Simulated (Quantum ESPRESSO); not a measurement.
Crystal: Pb.

```
Pb
1.0
     0.00000    2.47502    2.47502
     2.47502    0.00000    2.47502
     2.47502    2.47502    0.00000
Pb
1
Direct
  0.00000 0.00000 0.00000
```

Base run:

```yaml
Program: Quantum ESPRESSO 7.5
Functional: HCTH
Potentials_or_basis: PseudoDojo 0.4.1 SR PBE standard
Cutoff: 762 eV
Density_cutoff: 3048 eV
k_mesh: 9 × 9 × 9
Occupations: fermi-dirac, width 0.05 eV
Spin: no spin polarisation
```

Its results: band gap on the k mesh none (metal or under the smearing width); pressure 5.0 GPa.

Problem. The run is repeated on the same cell with these changes: functional from HCTH to B86bPBE. What comes out?

Solution. Band gap on the k mesh none (metal or under the smearing width); pressure 2.8 GPa.

Caveats: the potentials were made for another functional, which shifts forces and pressure; some levels on the path didn't converge; spin-orbit coupling is left out, which moves the levels of the heavy elements.
